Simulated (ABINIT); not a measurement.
Crystal: LiCl.

```
Cl Li
1.0
     0.00000    2.56477    2.56477
     2.56477    0.00000    2.56477
     2.56477    2.56477    0.00000
Cl Li
1 1
Direct
  0.50000 0.50000 0.50000
  0.00000 0.00000 0.00000
```

Base run:

```yaml
Program: ABINIT 10.8.3 (patched build)
Functional: RPBE
Potentials_or_basis: JTH PAW PBE v2.0
Cutoff: 680 eV
k_mesh: 9 × 9 × 9
Occupations: fermi-dirac, width 0.05 eV
Spin: no spin polarisation
```

Its results: band gap on the k mesh 6.57 eV, direct; pressure 2.3 GPa.

Problem. After a change of settings the same cell gave: band gap on the k mesh 7.09 eV, direct; pressure 3.5 GPa. Which change was it?
A. functional from RPBE to PBEsol; k mesh from 9 × 9 × 9 to 5 × 5 × 5
B. functional from RPBE to r2SCAN; potentials or basis from JTH PAW PBE v2.0 to SG15 NC PBE v1.2; cutoff from 680 eV to 1197 eV
C. functional from RPBE to HCTH407
D. functional from RPBE to WC

Solution. C.

Caveats: the PAW data sets were made with another functional, which shifts forces and pressure a little.
